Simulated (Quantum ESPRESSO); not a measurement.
## SnTe under changes of volume

One of the cells (47.091 Å³/atom); the others are scaled copies at fixed shape and fractional positions:

```xyz
2
Lattice="0.0000 3.6111 3.6111 3.6111 0.0000 3.6111 3.6111 3.6111 0.0000" Properties=species:S:1:pos:R:3 pbc="T T T"
Te    1.8056    1.8056    1.8056
Sn    0.0000    0.0000    0.0000
```

Measurements of this composition are mostly on another form, of space group No. 225.

- Program: Quantum ESPRESSO 7.5
- Functional: PBEsol
- Potentials or basis: GBRV 1.5 PBEsol
- Cutoff: 925 eV
- Density cutoff: 7401 eV
- k mesh: 7 × 7 × 7
- Occupations: fermi-dirac, width 0.05 eV
- Spin: no spin polarisation

```tsv
volume (Å³/atom)	energy over the lowest point (meV/atom)	pressure (GPa)
44.265	0.00	0.0
45.207	1.09	-0.5
46.149	5.23	-1.0
47.091	12.12	-1.5
48.033	21.58	-1.9
48.974	33.31	-2.2
49.916	?	?
```

What does the run at 49.916 Å³/atom give?

Energy over the lowest point 47.11 meV/atom; pressure -2.6 GPa.

Worked out: A Birch-Murnaghan fit of order 3 (a polynomial in V^(-2/3)) to the other rows has its minimum at 44.41 Å³/atom with B0 = V·E''(V) = 26 GPa and B' = 3.3. It gives 47.17 meV/atom at 49.916 Å³/atom, against the run's 47.11, and -dE/dV = -2.5 GPa, against -2.6.

Energies are extrapolated to zero smearing.
